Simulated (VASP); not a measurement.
# Mg4H (Pm-3m) in VASP: notebook

The runs below take Mg4H through single point, relaxation of cell and atoms, with PBE.

All numbers are computed with VASP 6.6.1; they aren't measurements. Logs are shortened: lines on timing, memory, paths and dates and some standing lists are left out, and cuts for length are marked.

## 1. The cell of the first run

Symmetry: Pm-3m, No. 221, cubic system. The conventional cell has a = 5.433 Å, b = 5.433 Å, c = 5.433 Å, α = 90.00°, β = 90.00°, γ = 90.00°. Around Mg (site symmetry m-3m) lie 6 Mg at 2.72 Å. Mg (site symmetry 4/mmm) has 2 Mg at 2.72 Å as nearest neighbours. Around H (site symmetry m-3m) lie 12 Mg at 3.84 Å.

The cell was built by a generator and needn't be a form met in nature.

## 2. Single point, PBE (species swapped into the Mn4N type (Pm-3m, No. 221))

INCAR reads:

```
SYSTEM = Mg4H
PREC     = Accurate       ! precision mode
ENCUT    = 520            ! plane-wave cutoff, eV
EDIFF    = 1E-6           ! SCF threshold, eV
ISMEAR   = 0              ! smearing method
SIGMA    = 0.1            ! smearing width, eV
LREAL    = .False.        ! projectors in reciprocal space
LASPH    = .True.         ! aspherical terms in the spheres
NELM     = 60             ! most SCF steps
ALGO     = Normal         ! electronic algorithm
ISIF     = 2              ! what is computed and relaxed
LWAVE    = .False.        ! write WAVECAR
LCHARG   = .True.         ! write CHGCAR
GGA      = PE             ! functional
LELF     = .True.         ! ELF
LVHAR    = .True.       
NBANDS   = 12             ! bands
```

KPOINTS reads:

```
regular mesh
0
Gamma
  4 4 4
  0 0 0
```

POSCAR reads:

```
Mg4H
1.0
    5.4328274646      0.0000000000      0.0000000000
    0.0000000000      5.4328274646      0.0000000000
    0.0000000000      0.0000000000      5.4328274646
Mg H
4 1
Direct
    0.5000000000      0.5000000000      0.5000000000
    0.0000000000      0.5000000000      0.5000000000
    0.5000000000      0.0000000000      0.5000000000
    0.5000000000      0.5000000000      0.0000000000
    0.0000000000      0.0000000000      0.0000000000
```

Potentials or basis: VASP PAW PBE potentials, release 64 (Mg, H).

Launch:

```bash
> cat potpaw_PBE.64/Mg/POTCAR potpaw_PBE.64/H/POTCAR > POTCAR
> mpirun -np 1 vasp_std > vasp.out
```

OUTCAR:

```text
SYSTEM = Mg4H
   PREC = Accurate
   ENCUT = 520
   EDIFF = 1E-6
   ISMEAR = 0
   LREAL = .False.
   LASPH = .True.
   NELM = 60
   ISIF = 2
   GGA = PE

 ion  position               nearest neighbor table
   1  0.500  0.500  0.500-   2 2.72   3 2.72   4 2.72   4 2.72   3 2.72   2 2.72
   2  0.000  0.500  0.500-   1 2.72   1 2.72
   3  0.500  0.000  0.500-   1 2.72   1 2.72
   4  0.500  0.500  0.000-   1 2.72   1 2.72
   5  0.000  0.000  0.000-

  LATTYP: Found a simple cubic cell.
 ALAT       =     5.4328274646

  Lattice vectors:

 A1 = (   5.4328274646,   0.0000000000,   0.0000000000)
 A2 = (   0.0000000000,   5.4328274646,   0.0000000000)
 A3 = (   0.0000000000,   0.0000000000,   5.4328274646)

Analysis of symmetry for initial positions (statically):
=====================================================================
 Subroutine PRICEL returns:
 Original cell was already a primitive cell.

 Routine SETGRP: Setting up the symmetry group for a
 simple cubic supercell.

 Subroutine GETGRP returns: Found 48 space group operations
 (whereof 48 operations were pure point group operations)
 out of a pool of 48 trial point group operations.

The static configuration has the point symmetry O_h .

Analysis of symmetry for dynamics (positions and initial velocities):
=====================================================================
 Subroutine PRICEL returns:
 Original cell was already a primitive cell.

 Routine SETGRP: Setting up the symmetry group for a
 simple cubic supercell.

 Subroutine GETGRP returns: Found 48 space group operations
 (whereof 48 operations were pure point group operations)
 out of a pool of 48 trial point group operations.

The dynamic configuration has the point symmetry O_h .

 Subroutine INISYM returns: Found 48 space group operations
 (whereof 48 operations are pure point group operations),
 and found     1 'primitive' translations

----------------------------------------------------------------------------------------

                                     Primitive cell

  volume of cell :     160.3532

  direct lattice vectors                    reciprocal lattice vectors
     5.432827465  0.000000000  0.000000000     0.184066217  0.000000000  0.000000000
     0.000000000  5.432827465  0.000000000     0.000000000  0.184066217  0.000000000
     0.000000000  0.000000000  5.432827465     0.000000000  0.000000000  0.184066217

[... 86 lines left out ...]
   NUPDOWN=      -1.0000    fix difference up-down
   EMIN   =  10.00;   EMAX   =-10.00  energy-range for DOS
   EFERMI =   0.00;   METHOD = LEGACY
   ISMEAR =     0;   SIGMA  =   0.10  broadening in eV -4-tet -1-fermi 0-gaus
   EFERMI_NEDOS =   21; number of points for ismear=-14 and -15
   IALGO  =     38    algorithm
   IMIX   =      4    mixing-type and parameters
     AMIX     =   0.40;   BMIX     =  1.00
     AMIX_MAG =   1.60;   BMIX_MAG =  1.00
  volume/ion in A,a.u.               =      32.07       216.42
  Fermi-wavevector in a.u.,A,eV,Ry     =   0.626801  1.184482  5.345452  0.392880
  Thomas-Fermi vector in A             =   1.688180
   LORBIT       =      0    0 simple, 1 ext, 2 COOP (PROOUT), +10 PAW based schemes
   GGA     = PE    functional components
   LHFCALC =     F    Hartree Fock is set to
   AEXX    =    0.0000 exact exchange contribution
   IVDW    =     0    specifies the selected vdW correction
   LEPSILON=     F    determine dielectric tensor
   LRPA    =     F    only Hartree local field effects (RPA)
 non-spin polarized calculation
 Gauss-broadening in eV      SIGMA  =   0.10
  energy-cutoff  :      520.00
  volume of cell :      160.35
 maximum number of plane-waves:      4385
   NGX = 21   NGY = 21   NGZ = 21

 number of electron       8.9999999 magnetization

 Free energy of the ion-electron system (eV)
  ---------------------------------------------------
  ext. energy  EPLUGINS =         0.00000000
  ---------------------------------------------------
  free energy    TOTEN  =        -4.77290034 eV

  energy without entropy =       -4.74931348  energy(sigma->0) =       -4.76110691

 E-fermi :  -0.1514     XC(G=0):  -6.7682

 val. band max:       -0.1852356104   @ k =   0.2500   0.2500   0.2500
 cond. band min:      -0.1513742206   @ k =   0.5000   0.0000   0.0000
 fundamental gap:      0.0338613898
 Fermi energy:        -0.1513807970

 k-point     1 :       0.0000    0.0000    0.0000
  band No.  band energies     occupation
      1      -5.4145      2.00000
      2      -0.7625      2.00000
      3      -0.4949      2.00000
      4      -0.4949      2.00000
      5      -0.4949      2.00000
      6       0.1166      0.00015
      7       0.1166      0.00015
      8       3.3387      0.00000
      9       4.7746      0.00000
     10       4.7746      0.00000
     11       4.7746      0.00000
     12       4.8489      0.00000
[... 121 lines left out ...]
 k-point    10 :       0.5000    0.5000    0.5000
  band No.  band energies     occupation
      1      -3.3649      2.00000
      2      -2.1477      2.00000
      3      -2.1477      2.00000
      4      -2.1477      2.00000
      5      -0.8547      2.00000
      6       0.1522      0.00002
      7       0.1522      0.00002
      8       0.1522      0.00002
      9       5.4669      0.00000
     10       5.4669      0.00000
     11       6.3713      0.00000
     12       7.0250      0.00000

------------------------ aborting loop because EDIFF is reached ----------------------------------------

  FORCE on cell =-STRESS in cart. coord.  units (eV):
  Direction    XX          YY          ZZ          XY          YZ          ZX
  --------------------------------------------------------------------------------------
  -------------------------------------------------------------------------------------
  Total        0.2771771      0.2771771      0.2771771      0.0000000     -0.0000000     -0.0000000
  in kB        2.7694292      2.7694292      2.7694292      0.0000000     -0.0000000     -0.0000000
  external PRESSURE =       2.7694292 kB  Pullay stress =       0.0000000 kB

 VOLUME and BASIS-vectors are now :
 -----------------------------------------------------------------------------
  energy-cutoff  :      520.00
  volume of cell :      160.35
      direct lattice vectors                 reciprocal lattice vectors
     5.432827465  0.000000000  0.000000000     0.184066217  0.000000000  0.000000000
     0.000000000  5.432827465  0.000000000     0.000000000  0.184066217  0.000000000
     0.000000000  0.000000000  5.432827465     0.000000000  0.000000000  0.184066217

 POSITION                                       TOTAL-FORCE (eV/Angst)
 -----------------------------------------------------------------------------------
      2.71641      2.71641      2.71641         0.000000      0.000000      0.000000
      0.00000      2.71641      2.71641         0.000000      0.000000      0.000000
      2.71641      0.00000      2.71641         0.000000      0.000000      0.000000
      2.71641      2.71641      0.00000         0.000000      0.000000      0.000000
      0.00000      0.00000      0.00000         0.000000      0.000000      0.000000
 -----------------------------------------------------------------------------------
    total drift:                                0.000000     -0.000000     -0.000000

  FREE ENERGIE OF THE ION-ELECTRON SYSTEM (eV)
  ---------------------------------------------------
  free  energy   TOTEN  =        -4.7729003394 eV

  energy  without entropy=       -4.7493134797  energy(sigma->0) =       -4.76110691
```

stdout:

```text
POSCAR found type information on POSCAR MgH
 POSCAR found :  2 types and       5 ions
 scaLAPACK will be used
 LDA part: xc-table for (Slater+PW92), standard interpolation
 POSCAR, INCAR and KPOINTS ok, starting setup
 FFT: planning ... GRIDC
 FFT: planning ... GRID_SOFT
 FFT: planning ... GRID
 WAVECAR not read
 entering main loop
```

It took 36 s on 1 thread of Intel Xeon Platinum 8375C at 2.90GHz (Ice Lake), shared host; peak memory 0.23 GiB.

What came out:

| Property | Result |
| --- | --- |
| Free energy | -4.7729 eV |
| Pressure | 0.3 GPa |
| Band gap on the k mesh | none (metal or under the smearing width) |

Levels at points of the mesh, in eV from the Fermi level:
```tsv
k point	band 2	band 3	band 4	band 5	band 6	band 7	band 8	band 9
(0.00, 0.00, 0.00)	-0.61	-0.34	-0.34	-0.34	0.27	0.27	3.49	4.93
(0.50, 0.00, 0.00)	-3.09	0.00	0.09	0.09	0.72	1.71	2.30	2.30
(0.50, 0.50, 0.00)	-2.44	-2.44	-1.34	0.51	1.73	1.74	2.68	2.68
(0.50, 0.50, 0.50)	-2.00	-2.00	-2.00	-0.70	0.30	0.30	0.30	5.62
```

## 3. Relaxation of cell and atoms, PBE (species swapped into the Mn4N type (Pm-3m, No. 221))

INCAR reads:

```
PREC     = Accurate       # precision mode
ENCUT    = 600            # plane-wave cutoff, eV
EDIFF    = 1E-7           # SCF threshold, eV
ISMEAR   = 0              # smearing method
SIGMA    = 0.1            # smearing width, eV
LREAL    = False          # projectors in reciprocal space
LASPH    = True           # aspherical terms in the spheres
NELM     = 80             # most SCF steps
ALGO     = Normal         # electronic algorithm
ISIF     = 3              # what is computed and relaxed
LWAVE    = False          # write WAVECAR
LCHARG   = False          # write CHGCAR
GGA      = PE             # functional
IBRION   = 2              # ionic algorithm
NSW      = 90             # ionic steps
EDIFFG   = -0.04          # ionic threshold
```

KPOINTS reads:

```
regular mesh
0
Gamma
  4 4 4
```

POSCAR, as its differences from that of step 2:

```diff
@@ -2,5 +2,5 @@
 1.0
-    5.4328274646      0.0000000000      0.0000000000
-    0.0000000000      5.4328274646      0.0000000000
-    0.0000000000      0.0000000000      5.4328274646
+    4.1351582800      0.0000000000      0.0000000000
+    0.0000000000      4.1351582800      0.0000000000
+    0.0000000000      0.0000000000      4.1351582800
 Mg H
```

Potentials or basis: VASP PAW PBE potentials, release 64 (Mg, H).

Launch:

```bash
> cat potpaw_PBE.64/Mg/POTCAR potpaw_PBE.64/H/POTCAR > POTCAR
> mpirun -np 1 vasp_std > vasp.out
```

It took 55 s on 1 thread of Intel Xeon Platinum 8375C at 2.90GHz (Ice Lake), shared host; peak memory 0.2 GiB.

Results (log left out):

```
Free energy                            : -4.7508 eV
Relaxed volume                         : 32.77 Å³/atom
Relaxed cell                           : a = 5.472 Å, b = 5.472 Å, c = 5.472 Å, α = 90.00°, β = 90.00°, γ = 90.00°
Space group after relaxing (to 0.05 Å) : Pm-3m (No. 221)
Energy gained by relaxing              : 1742.1 meV/atom
Ionic steps                            : 5
Pressure after relaxing                : -0.1 GPa
Band gap on the k mesh                 : none (metal or under the smearing width)
```

The path:
| step | energy change (eV) | largest force (eV/Å) | pressure (GPa) | volume (Å³) |
| --- | --- | --- | --- | --- |
| 1 | 0.0000 | 0.0000 | 57.10 | 70.71 |
| 2 | -8.4288 | 0.0000 | 3.91 | 135.84 |
| 3 | -8.6413 | 0.0000 | 1.70 | 148.29 |
| 4 | -8.6674 | 0.0000 | -1.01 | 175.42 |
| 5 | -8.7106 | 0.0000 | -0.13 | 163.84 |

Final structure:
```
Mg H
1.0
     5.47193    0.00000    0.00000
     0.00000    5.47193    0.00000
     0.00000    0.00000    5.47193
Mg H
4 1
Direct
  0.50000 0.50000 0.50000
  0.00000 0.50000 0.50000
  0.50000 0.00000 0.50000
  0.50000 0.50000 0.00000
  0.00000 0.00000 0.00000
```

Levels at points of the mesh, in eV from the Fermi level:
| k point | band 3 | band 4 | band 5 | band 6 | band 7 | band 8 |
| --- | --- | --- | --- | --- | --- | --- |
| (0.00, 0.00, 0.00) | -0.34 | -0.34 | -0.34 | 0.23 | 0.23 | 3.42 |
| (0.50, 0.00, 0.00) | 0.00 | 0.08 | 0.08 | 0.66 | 1.67 | 2.29 |
| (0.50, 0.50, 0.00) | -2.42 | -1.29 | 0.50 | 1.67 | 1.72 | 2.67 |
| (0.50, 0.50, 0.50) | -1.99 | -1.99 | -0.67 | 0.33 | 0.33 | 0.33 |

Caveat: the k mesh is coarse (spacing up to 0.38 Å⁻¹), so the values aren't converged; the volume moved by over 15 % at a fixed basis, so the end points are rough.
